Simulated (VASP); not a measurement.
# CuCl (F-43m) in VASP: notebook

The runs below take CuCl through single point, relaxation of cell and atoms, with PBE.

Everything below comes from runs of VASP 6.6.1. Logs are shortened: lines on timing, memory, paths and dates and some standing lists are left out, and cuts for length are marked.

**The experiment to reproduce.**

From a printed reference work, data compilation, for a bulk crystal of CuCl at 4.2 K: band gap 3.399 eV (direct).

How close the calculation comes is told below.

## Step 1: Starting point

Symmetry: F-43m, No. 216, cubic system. The conventional cell has a = 5.422 Å, b = 5.422 Å, c = 5.422 Å, α = 90.00°, β = 90.00°, γ = 90.00°. Around Cu (site symmetry -43m) lie 4 Cl at 2.35 Å. Around Cl (site symmetry -43m) lie 4 Cu at 2.35 Å.

## Step 2: Single point, PBE

INCAR reads:

```
SYSTEM = CuCl
ALGO = Normal
EDIFF = 1E-7
ENCUT = 520
GGA = PE
ISIF = 2
ISMEAR = 0
LASPH = .True.
LCHARG = .True.
LELF = .True.
LREAL = .False.
LVHAR = .True.
LWAVE = .False.
NBANDS = 16
NELM = 100
PREC = Accurate
SIGMA = 0.02
```

KPOINTS reads:

```
k-points
0
Gamma
  12 12 12
  0 0 0
```

POSCAR reads:

```
CuCl
1.0
    0.0000000000      2.7108486227      2.7108486227
    2.7108486227      0.0000000000      2.7108486227
    2.7108486227      2.7108486227      0.0000000000
Cu Cl
1 1
Direct
    0.0000000000      0.0000000000      0.0000000000
    0.7500000000      0.7500000000      0.7500000000
```

Potentials or basis: VASP PAW PBE potentials, release 64 (Cu, Cl).

Command:

```
$ cat potpaw_PBE.64/Cu/POTCAR potpaw_PBE.64/Cl/POTCAR > POTCAR
$ mpirun -np 1 vasp_std > vasp.out
```

OUTCAR:

```text
SYSTEM = CuCl
   EDIFF = 1E-7
   ENCUT = 520
   GGA = PE
   ISIF = 2
   ISMEAR = 0
   LASPH = .True.
   LREAL = .False.
   NELM = 100
   PREC = Accurate

 ion  position               nearest neighbor table
   1  0.000  0.000  0.000-   2 2.35   2 2.35   2 2.35   2 2.35
   2  0.750  0.750  0.750-   1 2.35   1 2.35   1 2.35   1 2.35

  LATTYP: Found a face centered cubic cell.
 ALAT       =     5.4216972454

  Lattice vectors:

 A1 = (   0.0000000000,   2.7108486227,   2.7108486227)
 A2 = (   2.7108486227,   0.0000000000,   2.7108486227)
 A3 = (   2.7108486227,   2.7108486227,   0.0000000000)

Analysis of symmetry for initial positions (statically):
=====================================================================
 Subroutine PRICEL returns:
 Original cell was already a primitive cell.

 Routine SETGRP: Setting up the symmetry group for a
 face centered cubic supercell.

 Subroutine GETGRP returns: Found 24 space group operations
 (whereof 24 operations were pure point group operations)
 out of a pool of 48 trial point group operations.

The static configuration has the point symmetry T_d .

Analysis of symmetry for dynamics (positions and initial velocities):
=====================================================================
 Subroutine PRICEL returns:
 Original cell was already a primitive cell.

 Routine SETGRP: Setting up the symmetry group for a
 face centered cubic supercell.

 Subroutine GETGRP returns: Found 24 space group operations
 (whereof 24 operations were pure point group operations)
 out of a pool of 48 trial point group operations.

The dynamic configuration has the point symmetry T_d .

 Subroutine INISYM returns: Found 24 space group operations
 (whereof 24 operations are pure point group operations),
 and found     1 'primitive' translations

----------------------------------------------------------------------------------------

                                     Primitive cell

  volume of cell :      39.8424

  direct lattice vectors                    reciprocal lattice vectors
     0.000000000  2.710848623  2.710848623    -0.184444087  0.184444087  0.184444087
     2.710848623  0.000000000  2.710848623     0.184444087 -0.184444087  0.184444087
     2.710848623  2.710848623  0.000000000     0.184444087  0.184444087 -0.184444087

  length of vectors
     3.833718888  3.833718888  3.833718888     0.319466530  0.319466530  0.319466530

  position of ions in fractional coordinates (direct lattice)
     0.000000000  0.000000000  0.000000000
     0.750000000  0.750000000  0.750000000

  ion indices of the primitive-cell ions
   primitive index   ion index
                 1           1
                 2           2

----------------------------------------------------------------------------------------

 KPOINTS: k-points

Automatic generation of k-mesh.
 Grid dimensions read from file:
 generate k-points for:   12   12   12

 Generating k-lattice:

  Cartesian coordinates                     Fractional coordinates (reciprocal lattice)
    -0.015370341  0.015370341  0.015370341     0.083333333  0.000000000  0.000000000
     0.015370341 -0.015370341  0.015370341     0.000000000  0.083333333  0.000000000
     0.015370341  0.015370341 -0.015370341     0.000000000  0.000000000  0.083333333

  Length of vectors
     0.026622211  0.026622211  0.026622211

  Shift w.r.t. Gamma in fractional coordinates (k-lattice)
     0.000000000  0.000000000  0.000000000

 Subroutine IBZKPT returns following result:
 ===========================================

 Found     72 irreducible k-points:

 Following reciprocal coordinates:
            Coordinates               Weight
  0.000000  0.000000  0.000000      1.000000
  0.083333  0.000000  0.000000      8.000000
  0.166667  0.000000  0.000000      8.000000
  0.250000  0.000000  0.000000      8.000000
  0.333333  0.000000  0.000000      8.000000
  0.416667  0.000000  0.000000      8.000000
[... 16 lines left out ...]
  0.500000  0.166667  0.000000     24.000000
 -0.416667  0.166667  0.000000     24.000000
 [... further k-points ...]
   k-points           NKPTS =     72   k-points in BZ     NKDIM =     72   number of bands    NBANDS=     16
   number of dos      NEDOS =    301   number of ions     NIONS =      2
   total plane-waves  NPLWV =  27000
   dimension x,y,z NGX =    30 NGY =   30 NGZ =   30
   dimension x,y,z NGXF=    60 NGYF=   60 NGZF=   60
   ions per type =               1   1
   NGX,Y,Z   is equivalent  to a cutoff of  13.01, 13.01, 13.01 a.u.
   NGXF,Y,Z  is equivalent  to a cutoff of  26.02, 26.02, 26.02 a.u.
 SYSTEM =  CuCl
   PREC   = accura    normal or accurate (medium, high low for compatibility)
   ISTART =      0    job   : 0-new  1-cont  2-samecut
   ICHARG =      2    charge: 1-file 2-atom 10-const
   ISPIN  =      1    spin polarized calculation?
   LNONCOLLINEAR =      F non collinear calculations
   LSORBIT =      F    spin-orbit coupling
   LASPH  =      T    aspherical Exc in radial PAW
   ENCUT  =  520.0 eV  38.22 Ry    6.18 a.u.   7.13  7.13  7.13*2*pi/ulx,y,z
   NELM   =    100;   NELMIN=  2; NELMDL= -5     # of ELM steps
   EDIFF  = 0.1E-06   stopping-criterion for ELM
   LREAL  =      F    real-space projection
   EDIFFG = 0.1E-05   stopping-criterion for IOM
   NSW    =      0    number of steps for IOM
   IBRION =     -1    ionic relax: 0-MD 1-quasi-New 2-CG
   NFREE  =      0    steps in history (QN), initial steepest desc. (CG)
   ISIF   =      2    stress and relaxation
   ISYM   =      2    0-nonsym 1-usesym 2-fastsym
   POTIM  = 0.5000    time-step for ionic-motion
   TEBEG  =    0.0;   TEEND  =   0.0 temperature during run
   PSTRESS=    0.0 pullay stress
   NELECT =      18.0000    total number of electrons
   NUPDOWN=      -1.0000    fix difference up-down
   EMIN   =  10.00;   EMAX   =-10.00  energy-range for DOS
   EFERMI =   0.00;   METHOD = LEGACY
   ISMEAR =     0;   SIGMA  =   0.02  broadening in eV -4-tet -1-fermi 0-gaus
   EFERMI_NEDOS =   21; number of points for ismear=-14 and -15
   IALGO  =     38    algorithm
   IMIX   =      4    mixing-type and parameters
     AMIX     =   0.40;   BMIX     =  1.00
     AMIX_MAG =   1.60;   BMIX_MAG =  1.00
  volume/ion in A,a.u.               =      19.92       134.43
  Fermi-wavevector in a.u.,A,eV,Ry     =   1.256176  2.373828 21.469687  1.577977
  Thomas-Fermi vector in A             =   2.389897
   LORBIT       =      0    0 simple, 1 ext, 2 COOP (PROOUT), +10 PAW based schemes
   GGA     = PE    functional components
   LHFCALC =     F    Hartree Fock is set to
   AEXX    =    0.0000 exact exchange contribution
   IVDW    =     0    specifies the selected vdW correction
   LEPSILON=     F    determine dielectric tensor
   LRPA    =     F    only Hartree local field effects (RPA)
 non-spin polarized calculation
 Gauss-broadening in eV      SIGMA  =   0.02
  energy-cutoff  :      520.00
  volume of cell :       39.84
 maximum number of plane-waves:      1090
 NGX is ok and might be reduce to    30
   NGX = 15   NGY = 15   NGZ = 15

 number of electron      18.0000002 magnetization

 Free energy of the ion-electron system (eV)
  ---------------------------------------------------
  ext. energy  EPLUGINS =         0.00000000
  ---------------------------------------------------
  free energy    TOTEN  =        -6.34279497 eV

  energy without entropy =       -6.34279497  energy(sigma->0) =       -6.34279497

 E-fermi :   3.9624     XC(G=0):  -9.3857

 val. band max:        3.8363855680   @ k =   0.0000   0.0000   0.0000
 cond. band min:       4.3713299876   @ k =   0.0000   0.0000   0.0000
 fundamental gap:      0.5349444195
 Fermi energy:         3.9623920531

 k-point     1 :       0.0000    0.0000    0.0000
  band No.  band energies     occupation
      1     -13.1714      2.00000
      2      -1.0762      2.00000
      3      -1.0762      2.00000
      4      -1.0762      2.00000
      5       2.3742      2.00000
      6       2.3742      2.00000
[... 8 lines left out ...]
     15      15.5578      0.00000
     16      16.5078      0.00000

 k-point     2 :       0.0833    0.0000    0.0000
  band No.  band energies     occupation
      1     -13.1439      2.00000
      2      -1.2173      2.00000
      3      -1.0743      2.00000
      4      -1.0743      2.00000
      5       2.3697      2.00000
      6       2.3697      2.00000
[... 8 lines left out ...]
     15      15.2555      0.00000
     16      16.8701      0.00000

 k-point     3 :       0.1667    0.0000    0.0000
  band No.  band energies     occupation
      1     -13.0676      2.00000
      2      -1.5717      2.00000
      3      -1.0699      2.00000
      4      -1.0699      2.00000
      5       2.3623      2.00000
      6       2.3623      2.00000
[... 8 lines left out ...]
     15      14.8334      0.00000
     16      16.7251      0.00000

 k-point     4 :       0.2500    0.0000    0.0000
  band No.  band energies     occupation
      1     -12.9598      2.00000
      2      -2.0039      2.00000
      3      -1.0654      2.00000
      4      -1.0654      2.00000
      5       2.3661      2.00000
      6       2.3661      2.00000
[... 8 lines left out ...]
     15      14.7939      0.00000
     16      16.1252      0.00000
[... 324 lines left out ...]
 k-point    22 :       0.4167    0.1667    0.0000
  band No.  band energies     occupation
      1     -12.7576      2.00000
      2      -2.4368      2.00000
      3      -1.2663      2.00000
      4      -1.1164      2.00000
      5       2.2918      2.00000
      6       2.4711      2.00000
[... 8 lines left out ...]
     15      16.7148      0.00000
     16      17.5670      0.00000

 k-point    23 :       0.5000    0.1667    0.0000
  band No.  band energies     occupation
      1     -12.6973      2.00000
      2      -2.5734      2.00000
      3      -1.3520      2.00000
      4      -1.0989      2.00000
      5       2.3175      2.00000
      6       2.4566      2.00000
[... 8 lines left out ...]
     15      16.9233      0.00000
     16      17.5961      0.00000

 k-point    24 :      -0.4167    0.1667    0.0000
  band No.  band energies     occupation
      1     -12.6892      2.00000
      2      -2.5780      2.00000
      3      -1.4085      2.00000
      4      -1.0761      2.00000
      5       2.3297      2.00000
      6       2.4072      2.00000
[... 8 lines left out ...]
     15      15.9625      0.00000
     16      17.4216      0.00000

 [... further k-points ...]

------------------------ aborting loop because EDIFF is reached ----------------------------------------

  FORCE on cell =-STRESS in cart. coord.  units (eV):
  Direction    XX          YY          ZZ          XY          YZ          ZX
  --------------------------------------------------------------------------------------
  -------------------------------------------------------------------------------------
  Total        0.0438700      0.0438700      0.0438700      0.0000000      0.0000000      0.0000000
  in kB        1.7641379      1.7641379      1.7641379      0.0000000      0.0000000      0.0000000
  external PRESSURE =       1.7641379 kB  Pullay stress =       0.0000000 kB

 VOLUME and BASIS-vectors are now :
 -----------------------------------------------------------------------------
  energy-cutoff  :      520.00
  volume of cell :       39.84
      direct lattice vectors                 reciprocal lattice vectors
     0.000000000  2.710848623  2.710848623    -0.184444087  0.184444087  0.184444087
     2.710848623  0.000000000  2.710848623     0.184444087 -0.184444087  0.184444087
     2.710848623  2.710848623  0.000000000     0.184444087  0.184444087 -0.184444087

 POSITION                                       TOTAL-FORCE (eV/Angst)
 -----------------------------------------------------------------------------------
      0.00000      0.00000      0.00000         0.000000      0.000000      0.000000
      4.06627      4.06627      4.06627        -0.000000     -0.000000     -0.000000
 -----------------------------------------------------------------------------------
    total drift:                                0.000002      0.000002      0.000002

  FREE ENERGIE OF THE ION-ELECTRON SYSTEM (eV)
  ---------------------------------------------------
  free  energy   TOTEN  =        -6.3427949740 eV

  energy  without entropy=       -6.3427949740  energy(sigma->0) =       -6.34279497
```

Wall time 24 s (1 thread of Intel Xeon 6975P-C (Granite Rapids), shared host); peak memory 0.19 GiB.

Results:

```yaml
Free_energy: -6.3428 eV
Pressure: 0.2 GPa
Band_gap_on_the_k_mesh: 0.53 eV, direct
```

(Part 1 of 2 ends here.)
